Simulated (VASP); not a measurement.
# Ge in VASP: notebook

Runs on Ge. Level: PBE+D3(BJ). Tasks: single point.

Everything below comes from runs of VASP 6.6.1. Logs are shortened: lines on timing, memory, paths and dates and some standing lists are left out, and cuts for length are marked.

### 1 The structure

The cell holds a sheet with vacuum, 2 atoms: a = 4.021 Å, b = 4.021 Å, c = 25.160 Å, α = 90.00°, β = 90.00°, γ = 120.00°.

The cell was built by a generator and needn't be a form met in nature.

### 2 Single point, PBE+D3(BJ)

INCAR reads:

```
PREC = Accurate
ENCUT = 520
EDIFF = 1E-6
ISMEAR = 0
SIGMA = 0.03
LREAL = F
LASPH = T
NELM = 100
ALGO = Fast
ISIF = 2
LWAVE = F
LCHARG = F
LDIPOL = T
IDIPOL = 3
DIPOL = 0.5 0.5 0.292
GGA = PE
IVDW = 12
NBANDS = 21
```

KPOINTS reads:

```
Automatic mesh
0
Gamma
  12 12 1
```

POSCAR reads:

```
Ge
1.0
    4.0211921142      0.0000000000      0.0000000000
   -2.0105960571      3.4824545244      0.0000000000
    0.0000000000      0.0000000000     25.1599999975
Ge
2
Direct
    0.3333333333      0.6666666667      0.2781234815
    0.6666666667      0.3333333333      0.3053423373
```

Potentials or basis: VASP PAW PBE potentials, release 64 (Ge_d).

The run is started by

```sh
cat potpaw_PBE.64/Ge_d/POTCAR > POTCAR
mpirun -np 1 vasp_std > vasp.out
```

OUTCAR:

```text
PREC = Accurate
   ENCUT = 520
   EDIFF = 1E-6
   ISMEAR = 0
   LREAL = F
   LASPH = T
   NELM = 100
   ISIF = 2
   GGA = PE
   IVDW = 12
 IVDW          = 12

 ion  position               nearest neighbor table
   1  0.333  0.667  0.278-   2 2.42   2 2.42   2 2.42
   2  0.667  0.333  0.305-   1 2.42   1 2.42   1 2.42

  LATTYP: Found a hexagonal cell.
 ALAT       =     4.0211921142
 C/A-ratio  =     6.2568510240

  Lattice vectors:

 A1 = (   4.0211921142,   0.0000000000,   0.0000000000)
 A2 = (  -2.0105960571,   3.4824545244,   0.0000000000)
 A3 = (   0.0000000000,   0.0000000000,  25.1599999975)

Analysis of symmetry for initial positions (statically):
=====================================================================
 Subroutine PRICEL returns:
 Original cell was already a primitive cell.

 Routine SETGRP: Setting up the symmetry group for a
 hexagonal supercell.

 Subroutine GETGRP returns: Found 12 space group operations
 (whereof  6 operations were pure point group operations)
 out of a pool of 24 trial point group operations.

The static configuration has the point symmetry C_3v.
 The point group associated with its full space group is D_3d.

Analysis of symmetry for dynamics (positions and initial velocities):
=====================================================================
 Subroutine PRICEL returns:
 Original cell was already a primitive cell.

 Routine SETGRP: Setting up the symmetry group for a
 hexagonal supercell.

 Subroutine GETGRP returns: Found 12 space group operations
 (whereof  6 operations were pure point group operations)
 out of a pool of 24 trial point group operations.

The dynamic configuration has the point symmetry C_3v.
 The point group associated with its full space group is D_3d.

 Subroutine INISYM returns: Found 12 space group operations
 (whereof  6 operations are pure point group operations),
 and found     1 'primitive' translations

----------------------------------------------------------------------------------------

                                     Primitive cell

  volume of cell :     352.3310

  direct lattice vectors                    reciprocal lattice vectors
     4.021192114  0.000000000  0.000000000     0.248682473  0.143576893  0.000000000
    -2.010596057  3.482454524  0.000000000     0.000000000  0.287153786  0.000000000
     0.000000000  0.000000000 25.159999998     0.000000000  0.000000000  0.039745628

  length of vectors
     4.021192114  4.021192114 25.159999998     0.287153786  0.287153786  0.039745628

  position of ions in fractional coordinates (direct lattice)
     0.333333333  0.666666667  0.278123482
     0.666666667  0.333333333  0.305342337

  ion indices of the primitive-cell ions
   primitive index   ion index
                 1           1
                 2           2

----------------------------------------------------------------------------------------

 KPOINTS: Automatic mesh

Automatic generation of k-mesh.
 Grid dimensions read from file:
 generate k-points for:   12   12    1

 Generating k-lattice:

  Cartesian coordinates                     Fractional coordinates (reciprocal lattice)
     0.020723539  0.011964741  0.000000000     0.083333333  0.000000000  0.000000000
     0.000000000  0.023929482  0.000000000     0.000000000  0.083333333  0.000000000
     0.000000000  0.000000000  0.039745628     0.000000000  0.000000000  1.000000000

  Length of vectors
     0.023929482  0.023929482  0.039745628

  Shift w.r.t. Gamma in fractional coordinates (k-lattice)
     0.000000000  0.000000000  0.000000000

 Subroutine IBZKPT returns following result:
 ===========================================

 Found     19 irreducible k-points:

 Following reciprocal coordinates:
            Coordinates               Weight
  0.000000  0.000000  0.000000      1.000000
  0.083333 -0.000000  0.000000      6.000000
  0.166667  0.000000  0.000000      6.000000
  0.250000  0.000000  0.000000      6.000000
  0.333333  0.000000  0.000000      6.000000
  0.416667 -0.000000  0.000000      6.000000
[... 11 lines left out ...]
  0.333333  0.250000  0.000000     12.000000
  0.333333  0.333333  0.000000      2.000000
   k-points           NKPTS =     19   k-points in BZ     NKDIM =     19   number of bands    NBANDS=     21
   number of dos      NEDOS =    301   number of ions     NIONS =      2
   total plane-waves  NPLWV = 172800
   dimension x,y,z NGX =    30 NGY =   30 NGZ =  192
   dimension x,y,z NGXF=    60 NGYF=   60 NGZF=  384
   ions per type =               2
   NGX,Y,Z   is equivalent  to a cutoff of  12.40, 12.40, 12.69 a.u.
   NGXF,Y,Z  is equivalent  to a cutoff of  24.81, 24.81, 25.37 a.u.
 SYSTEM =  unknown system
   PREC   = accura    normal or accurate (medium, high low for compatibility)
   ISTART =      0    job   : 0-new  1-cont  2-samecut
   ICHARG =      2    charge: 1-file 2-atom 10-const
   ISPIN  =      1    spin polarized calculation?
   LNONCOLLINEAR =      F non collinear calculations
   LSORBIT =      F    spin-orbit coupling
   LASPH  =      T    aspherical Exc in radial PAW
   ENCUT  =  520.0 eV  38.22 Ry    6.18 a.u.   7.48  7.48 46.78*2*pi/ulx,y,z
   NELM   =    100;   NELMIN=  2; NELMDL= -5     # of ELM steps
   EDIFF  = 0.1E-05   stopping-criterion for ELM
   LREAL  =      F    real-space projection
   EDIFFG = 0.1E-04   stopping-criterion for IOM
   NSW    =      0    number of steps for IOM
   IBRION =     -1    ionic relax: 0-MD 1-quasi-New 2-CG
   NFREE  =      0    steps in history (QN), initial steepest desc. (CG)
   ISIF   =      2    stress and relaxation
   ISYM   =      2    0-nonsym 1-usesym 2-fastsym
   POTIM  = 0.5000    time-step for ionic-motion
   TEBEG  =    0.0;   TEEND  =   0.0 temperature during run
   PSTRESS=    0.0 pullay stress
   NELECT =      28.0000    total number of electrons
   NUPDOWN=      -1.0000    fix difference up-down
   EMIN   =  10.00;   EMAX   =-10.00  energy-range for DOS
   EFERMI =   0.00;   METHOD = LEGACY
   ISMEAR =     0;   SIGMA  =   0.03  broadening in eV -4-tet -1-fermi 0-gaus
   EFERMI_NEDOS =   21; number of points for ismear=-14 and -15
   IALGO  =     68    algorithm
   IMIX   =      4    mixing-type and parameters
     AMIX     =   0.40;   BMIX     =  1.00
     AMIX_MAG =   1.60;   BMIX_MAG =  1.00
  volume/ion in A,a.u.               =     176.17      1188.82
  Fermi-wavevector in a.u.,A,eV,Ry     =   0.703845  1.330075  6.740301  0.495398
  Thomas-Fermi vector in A             =   1.788926
   LORBIT       =      0    0 simple, 1 ext, 2 COOP (PROOUT), +10 PAW based schemes
   GGA     = PE    functional components
   LHFCALC =     F    Hartree Fock is set to
   AEXX    =    0.0000 exact exchange contribution
   IVDW    =    12    specifies the selected vdW correction
   LEPSILON=     F    determine dielectric tensor
   LRPA    =     F    only Hartree local field effects (RPA)
 non-spin polarized calculation
 RMM-DIIS sequential band-by-band and
 Gauss-broadening in eV      SIGMA  =   0.03
  energy-cutoff  :      520.00
  volume of cell :      352.33
 maximum number of plane-waves:      9551
 NGX is ok and might be reduce to    30
   NGX = 15   NGY = 15   NGZ = 93

 dipolmoment           0.000000      0.000000     -0.000000 electrons x Angstroem

 number of electron      28.0000015 magnetization

 dipolmoment           0.000000      0.000000      0.000000 electrons x Angstroem

 Free energy of the ion-electron system (eV)
  ---------------------------------------------------
  ext. energy  EPLUGINS =         0.00000000
  ---------------------------------------------------
  free energy    TOTEN  =        -8.07597523 eV

  energy without entropy =       -8.07550507  energy(sigma->0) =       -8.07574015

 E-fermi :  -3.2890     XC(G=0):  -1.8380

 val. band max:       -3.2890265719   @ k =   0.3333   0.3333   0.0000
 cond. band min:      -3.2890261692   @ k =   0.3333   0.3333   0.0000
 fundamental gap:      0.0000004026
 Fermi energy:        -3.2890263706

 k-point     1 :       0.0000    0.0000    0.0000
  band No.  band energies     occupation
      1     -27.7948      2.00000
      2     -27.7948      2.00000
      3     -27.7441      2.00000
      4     -27.7441      2.00000
      5     -27.7416      2.00000
      6     -27.6730      2.00000
[... 13 lines left out ...]
     20       1.1580      0.00000
     21       1.6439      0.00000

 k-point     2 :       0.0833   -0.0000    0.0000
  band No.  band energies     occupation
      1     -27.7988      2.00000
      2     -27.7977      2.00000
      3     -27.7527      2.00000
      4     -27.7400      2.00000
      5     -27.7303      2.00000
      6     -27.6686      2.00000
[... 13 lines left out ...]
     20       1.2392      0.00000
     21       1.6977      0.00000

 k-point     3 :       0.1667    0.0000    0.0000
  band No.  band energies     occupation
      1     -27.8065      2.00000
      2     -27.8036      2.00000
      3     -27.7620      2.00000
      4     -27.7308      2.00000
      5     -27.7174      2.00000
      6     -27.6563      2.00000
[... 13 lines left out ...]
     20       1.6612      0.00000
     21       1.8497      0.00000
[... 337 lines left out ...]
 k-point    18 :       0.3333    0.2500    0.0000
  band No.  band energies     occupation
      1     -27.8360      2.00000
      2     -27.8031      2.00000
      3     -27.7977      2.00000
      4     -27.7040      2.00000
      5     -27.6557      2.00000
      6     -27.6349      2.00000
[... 13 lines left out ...]
     20       3.8274      0.00000
     21       4.1734      0.00000

 k-point    19 :       0.3333    0.3333    0.0000
  band No.  band energies     occupation
      1     -27.8388      2.00000
      2     -27.8006      2.00000
      3     -27.8006      2.00000
      4     -27.7015      2.00000
      5     -27.6376      2.00000
      6     -27.6376      2.00000
[... 13 lines left out ...]
     20       3.5956      0.00000
     21       3.7943      0.00000

------------------------ aborting loop because EDIFF is reached ----------------------------------------

 vacuum level on the upper side and lower side of the slab       (xc-potential included)        -0.007        -0.007

 Edisp (eV)   -0.30862

 E8    (eV) :    -0.1477

  FORCE on cell =-STRESS in cart. coord.  units (eV):
  Direction    XX          YY          ZZ          XY          YZ          ZX
  --------------------------------------------------------------------------------------
  -------------------------------------------------------------------------------------
  Total      -0.03011    -0.03011    -0.01907     0.00000    -0.00000     0.00000
  in kB      -0.13691    -0.13691    -0.08671     0.00000    -0.00000     0.00000
  external pressure =       -0.12 kB  Pullay stress =        0.00 kB

 VOLUME and BASIS-vectors are now :
 -----------------------------------------------------------------------------
  energy-cutoff  :      520.00
  volume of cell :      352.33
      direct lattice vectors                 reciprocal lattice vectors
     4.021192114  0.000000000  0.000000000     0.248682473  0.143576893  0.000000000
    -2.010596057  3.482454524  0.000000000     0.000000000  0.287153786  0.000000000
     0.000000000  0.000000000 25.159999998     0.000000000  0.000000000  0.039745628

 POSITION                                       TOTAL-FORCE (eV/Angst)
 -----------------------------------------------------------------------------------
     -0.00000      2.32164      6.99759        -0.000000     -0.000000     -0.003529
      2.01060      1.16082      7.68241         0.000000      0.000000      0.003529
 -----------------------------------------------------------------------------------
    total drift:                                0.000000      0.000000      0.000027

  FREE ENERGIE OF THE ION-ELECTRON SYSTEM (eV)
  ---------------------------------------------------
  free  energy   TOTEN  =        -8.3845945508 eV

  energy  without entropy=       -8.3841243929  energy(sigma->0) =       -8.38435947

 vacuum level on the upper side and lower side of the slab         1.168         1.168
```

It took 3.3 min on 1 thread of Intel Xeon Platinum 8259CL at 2.50GHz (Skylake/Cascade Lake), shared host; peak memory 0.47 GiB.

What came out:

```yaml
Free_energy: -8.3846 eV
Largest_force: 0.004 eV/Å
Band_gap_on_the_k_mesh: none (metal or under the smearing width)
Dispersion_energy_per_atom: -0.154 eV
```

Forces in eV/Å, atoms in the order of the input:
```
Ge   0.000  0.000 -0.004
Ge   0.000  0.000  0.004
```

### 3 Single point, PBE+D3(BJ)

This run uses another cell than the first one, of 103.24 Å³/atom, 0.586 times its volume.

INCAR reads:

```
SYSTEM = Ge
PREC     = Accurate       ! precision mode
ENCUT    = 520            ! plane-wave cutoff, eV
EDIFF    = 1E-7           ! SCF threshold, eV
ISMEAR   = 0              ! smearing method
SIGMA    = 0.03           ! smearing width, eV
LREAL    = .FALSE.        ! projectors in reciprocal space
LASPH    = .TRUE.         ! aspherical terms in the spheres
NELM     = 100            ! most SCF steps
ALGO     = Normal         ! electronic algorithm
ISIF     = 2              ! what is computed and relaxed
LWAVE    = .FALSE.        ! write WAVECAR
LCHARG   = .FALSE.        ! write CHGCAR
LDIPOL   = .TRUE.       
IDIPOL   = 3            
DIPOL    = 0.5 0.5 0.500
GGA      = PE             ! functional
IVDW     = 12             ! dispersion correction
NBANDS   = 21             ! bands
```

KPOINTS reads:

```
regular mesh
0
G
  12 12 1
  0 0 0
```

POSCAR reads:

```
Ge
1.0
    4.0300000000      0.0000000000      0.0000000000
   -2.0150000000      3.4900823773      0.0000000000
    0.0000000000      0.0000000000     14.6800000000
Ge
2
Direct
    0.3333330000      0.6666670000      0.4768392371
    0.6666670000      0.3333330000      0.5231607629
```

Potentials or basis: VASP PAW PBE potentials, release 64 (Ge_d).

The run is started by

```sh
cat potpaw_PBE.64/Ge_d/POTCAR > POTCAR
mpirun -np 1 vasp_std > vasp.out
```

It took 1.7 min on 1 thread of Intel Xeon Platinum 8259CL at 2.50GHz (Skylake/Cascade Lake), shared host; peak memory 0.31 GiB.

Results (log left out):

- Free energy: -8.3859 eV
- Largest force: 0.011 eV/Å
- Band gap on the k mesh: none (metal or under the smearing width)
- Dispersion energy per atom: -0.154 eV

Forces in eV/Å, atoms in the order of the input:
```
Ge   0.000  0.000 -0.011
Ge   0.000  0.000  0.011
```

Levels at points of the mesh, in eV from the Fermi level:
```csv
k point,band 10,band 11,band 12,band 13,band 14,band 15,band 16,band 17,band 18,band 19
"(0.00, 0.00, 0.00)",-24.25,-11.30,-3.52,-0.47,-0.47,0.53,2.31,3.89,3.89,4.43
"(0.50, 0.00, 0.00)",-24.19,-9.26,-7.41,-2.01,-1.16,0.69,1.64,5.46,6.33,6.96
```
